Wurtzite AlN is squeezed and stretched here in four ways. Strain is the change of length in per cent, negative for compression, and each band gap change counts from the unstrained cell. The axis z is the hexagonal axis, along the height of the cell; x lies in the basal plane.

Wurtzite AlN (4 atoms per cell, unstrained a = 3.107 Å, c = 4.979 Å) in Ansatz 0.2.0: PBE, plane-wave PAW, cutoff 420 eV, 12×12×6 k mesh, no spin polarisation. The unstrained cell, the atoms at each strain and the height of epitaxial cells are relaxed with r2SCAN; uniaxial strain holds the other lengths fixed. Changes and energy rise count from the unstrained cell.

| strain kind | strain (%) | band gap (eV) | band gap change (eV) | least direct gap change (eV) | gap kind | energy rise per atom (meV) | pressure change (GPa) |
| --- | --- | --- | --- | --- | --- | --- | --- |
| epitaxial xy | -3 | 4.622 | 0.390 | 0.390 | direct | 43.5 | 11.01 |
| epitaxial xy | 1.5 | 3.929 | -0.304 | -0.304 | direct | -0.2 | -4.59 |
| hydrostatic | -5 | 5.107 | 0.875 | 1.403 | indirect | 221.1 | 43.47 |
| hydrostatic | -4 | 5.101 | 0.869 | 1.106 | indirect | 145.5 | 32.62 |
| hydrostatic | -3 | 5.050 | 0.818 | 0.818 | direct | 86.9 | 22.96 |
| hydrostatic | -2 | 4.769 | 0.537 | 0.537 | direct | 43.9 | 14.37 |
| hydrostatic | -1.5 | 4.632 | 0.400 | 0.400 | direct | 27.9 | 10.44 |
| hydrostatic | -1 | 4.497 | 0.265 | 0.265 | direct | 15.3 | 6.75 |
| hydrostatic | 1 | 3.975 | -0.257 | -0.257 | direct | -3.2 | -5.96 |
| hydrostatic | 2 | 3.725 | -0.507 | -0.507 | direct | 4.9 | -11.20 |
| hydrostatic | 3 | 3.483 | -0.749 | -0.749 | direct | 23.1 | -15.81 |
| hydrostatic | 4 | 3.249 | -0.984 | -0.984 | direct | 50.7 | -19.83 |
| uniaxial x | 0.5 | 4.176 | -0.056 | -0.056 | direct | -1.2 | -1.07 |
| uniaxial z | -4 | 4.335 | 0.103 | 0.103 | direct | 30.3 | 8.53 |
| uniaxial z | -3 | 4.317 | 0.085 | 0.085 | direct | 19.3 | 6.30 |
| uniaxial z | -2 | 4.295 | 0.062 | 0.062 | direct | 10.5 | 4.13 |
| uniaxial z | -1 | 4.267 | 0.034 | 0.034 | direct | 4.1 | 2.03 |
| uniaxial z | 1 | 4.193 | -0.039 | -0.039 | direct | -1.7 | -1.95 |
| uniaxial z | 2 | 4.149 | -0.084 | -0.084 | direct | -1.0 | -3.83 |
| uniaxial z | 3 | 4.060 | -0.172 | -0.172 | direct | 2.1 | -5.61 |
| uniaxial z | 4 | 3.929 | -0.303 | -0.303 | direct | 7.5 | -7.31 |

### 1. Epitaxial rows: does the gap follow the in-plane strain in proportion?

It doesn't. Compression opens the gap by 0.390/3 = 0.13 eV for each per cent, while stretching closes it by 0.304/1.5 = 0.20 eV. In these rows the width is imposed and the height adjusts itself, as in a film clamped to a substrate. Volume and shape therefore change together, and two rows can't separate them. The blocks below do.

### 2. Hydrostatic rows from +4 to −3 %: why does compression open the gap?

"Hydrostatic" means here that all lengths change by the same percentage, so the shape stays fixed. Around the unstrained cell, each per cent of compression opens the gap by about 0.26 eV. In all these rows the gap is direct, at the centre of the Brillouin zone, called Γ.

Theory gives the reason. The lowest conduction state at Γ is mainly an antibonding combination of s orbitals on Al and N, while the top of the valence band consists mainly of N 2p orbitals. For atoms far apart the antibonding push vanishes; the shorter the bonds, the stronger it becomes. Compression thus drives the conduction state up relative to the valence top. How much each edge moves by itself can't be read from these runs, because separate cells share no common zero of energy.

### 3. Hydrostatic −4 and −5 %: has the gap reached a ceiling?

The band gap gains only 0.006 eV in the last step, yet the least direct gap gains 0.297 eV in the same step. The Γ state is still climbing as before. What has changed is the lowest conduction state, which now lies at K, the middle of an upright edge of the Brillouin zone, and its distance from the valence top hardly responds to pressure.

The gap is the smallest of several distances between levels, and each distance has its own slope. A flat stretch can therefore mean that another pair of levels has taken over. That K responds so weakly is plausible, since the orbitals of neighbouring cells are out of step there and the antibonding push is incomplete; the composition of the K state was not examined. Both cells, and probably the −3 % one too, are held in the wurtzite structure at pressures where real AlN turns to rocksalt, a recalled fact that these runs don't test.

### 4. Uniaxial rows: why does the height matter so little?

Half a per cent of stretch along x closes the gap by 0.056 eV, more than the 0.039 eV for a whole per cent along z. A single x row gives no curve, but the contrast is clear. Volume can't explain it: the lengths across the strained axis are held fixed, so a given percentage along either axis changes the volume equally. Direction must matter, and the p orbitals of the valence top have a direction.

A straight chain of atoms shows that orientation can matter. Give each atom one p orbital, all with the same orientation, as at Γ. If the orbitals point along the chain, each positive lobe faces the negative lobe of the next atom, an antibonding contact, and shortening the chain pushes the level up. If they stand across the chain, equal signs lie side by side and shortening lowers the level slightly. At infinite spacing the two levels coincide. The chain is only a picture. In wurtzite the near neighbour of N along z is Al, the N layers are staggered, and the atoms shift along z as they relax at each strain, which alters the Al–N bond lengths and angles. All of this is expected to bear on the sign of the effect as well as its size, so the sign has to come from the calculated levels.

In AlN, the orbital along z forms a single level and the two in-plane orbitals form a pair of equal energy, as long as spin–orbit coupling is left out, as it is here. The calculated levels move in the direction the chain suggests, which doesn't show that its cause is the one at work. In the hydrostatic +2 % cell, which keeps its proportions, the single level lies 0.19 eV above the pair; with z compressed by 2 % it lies 0.39 eV above. The two cells also differ in volume, so shape need not account for the whole increase. Measured from the in-plane pair, compression along z thus raises the conduction state and the valence top together, and most of the gap change cancels. A stretch along x escapes this cancellation, and the other blocks fix its size. To first order the two in-plane axes act alike on the single level and on the conduction state. Taking the z slope of 0.0365 eV from the hydrostatic slope of 0.261 eV and sharing the rest between them gives 0.112 eV for each per cent, or 0.056 eV for half a per cent, as in the table.

### 5. Uniaxial z beyond +2 %: why does the gap suddenly fall faster?

From +1 to +2 % the gap loses 0.045 eV; from +3 to +4 % it loses 0.131 eV. The gap stays direct at Γ throughout, so the column gap kind gives no hint of a change. The valence levels do: if compressing z lifts the single level above the in-plane pair, stretching z lowers it, until the pair becomes the valence top. From then on the cancellation is lost.

The order of the levels at +3 and +4 % was not inspected, so this exchange is an inference, but it can be tested. The band edges show where the bend sits. In each step from +1 to +4 % the conduction edge falls by 0.21 eV, while the fall of the valence edge shrinks from 0.16 to 0.12 and then to 0.08 eV. The zero of energy may shift between cells, but it moves both edges alike and is expected to do so smoothly. The bend is therefore best placed in the valence top. The slopes give a second test. At −2 % the distance from the pair to the conduction state is known. To shrink from there to the gap found at +3 %, it must lose 0.126 eV for each per cent on average. That is close to the slope after the bend and almost three times the slope just before it.

### 6. Back to the epitaxial rows: can their gaps be assembled from the other blocks?

Take the −3 % film. Its width shrinks to 0.97 of the original and its height grows to 1.0154, as the relaxation found. The same cell results if all lengths first shrink to 0.97 and z is then stretched by the factor 1.0154/0.97 = 1.047, or 4.7 %. The simple model assumes that the gap changes of the two steps add.

The first step gives +0.818 eV, from the hydrostatic block. For the second, the z block gives −0.303 eV at +4 %, and the remaining 0.7 % at the last slope of 0.131 eV takes off another 0.09 eV. The sum is +0.43 eV, against +0.39 eV in the table. The model is thus about a tenth too high, which is fair for a sum that reaches slightly past the last z row and ignores any influence of one step on the other.

Had the single level stayed on top, and the gap kept falling at the slope just before the bend, the same sum would give about 0.61 eV, far from the calculated value. The slow opening of the gap under in-plane compression is therefore best explained by the exchange of valence states: the equal shrinking of all lengths opens the gap, and the stretch along z, which also restores part of the volume, takes about half of that back instead of a quarter. The +1.5 % film, where the single level is expected to stay on top, also fits the sum, as the output below shows.

This order matters for an ultraviolet emitter grown along z. Light emitted as an electron falls into the single level is polarised along z and so travels mostly sideways in the film; light from a fall into the in-plane pair can leave through the surface. Compressing the film in the plane favours the second case. No film row lies between 0 and −3 %, so the exchange isn't located directly. The sum model, with the bend between +2 and +3 % along z and 4.7 % reached at −3 %, would place it between about −1.3 and −1.9 %.

### 7. Which digits can be trusted, and what would another setting change?

The absolute gap deserves the least trust. PBE gives 4.23 eV for the unstrained cell, while experiment finds roughly 6 eV, a recalled figure. Zero-point motion, which these runs leave out, would lower the calculated gap further, so the shortfall lies with the functional. Differences between neighbouring strains are much safer, since most of this error is common to both, though the slopes are expected to carry a smaller PBE error of their own.

The choice of cell matters too. Its lengths come from r2SCAN, and PBE finds that cell under a pressure of 4.65 GPa. This is why a hydrostatic stretch of 1 % lowers the energy by 3.2 meV an atom: it releases pressure and reveals no instability. The same stretch changes the pressure by −5.96 GPa, more than enough to remove it. A cell relaxed in PBE would therefore be less than 1 % longer, and its gap lower by less than 0.26 eV.

The strains at which levels cross are uncertain in unequal measure. Under hydrostatic compression the distances to Γ and K differ in slope by about 0.29 eV for each per cent, so an error of 0.1 eV between them would move that crossing by only a third of a per cent. The two valence levels separate far more slowly along z, by 0.126 − 0.045 = 0.08 eV for each per cent. The same error would move their exchange by more than one per cent, enough to shift the bend to another pair of rows.

The analysis program printed:

```
Gap change per 1 % of equal stretch, mean over -1 to +1 % (eV): -0.261
The same per 1 % of volume, one third of it (eV): -0.087
Gap change per 1 % of stretch along z, mean over -1 to +1 % (eV): -0.0365
Ratio of equal strain to z strain, per 1 % of length: 7.151
Rise of the smallest gap, hydrostatic -3 to -4 % (eV): 0.051
Rise of the direct gap, hydrostatic -3 to -4 % (eV): 0.288
Rise of the smallest gap, hydrostatic -4 to -5 % (eV): 0.006
Rise of the direct gap, hydrostatic -4 to -5 % (eV): 0.297
Singlet above doublet at Gamma, z -2 % (eV): 0.3939
Singlet above doublet at Gamma, hydrostatic +2 % (eV): 0.1896
Gap step, z +1 to +2 % (eV): -0.045
Gap step, z +2 to +3 % (eV): -0.088
Gap step, z +3 to +4 % (eV): -0.131
Mean step per 1 % from the doublet gap at z -2 % to the gap at z +3 % (eV): -0.1256
Epitaxial -3 %, gap change from the sum of equal and z strain (eV): 0.4259
Epitaxial -3 %, sum less calculated value (eV): 0.03587
Epitaxial -3 %, the same sum if the singlet had stayed on top (eV): 0.6134
Epitaxial +1.5 %, gap change from the sum of equal and z strain (eV): -0.3127
Epitaxial +1.5 %, sum less calculated value (eV): -0.008661
Energy at hydrostatic -1 and +1 %, odd part, half the difference (meV an atom): 9.25
Energy at hydrostatic -1 and +1 %, even part, mean of the two (meV an atom): 6.05
```
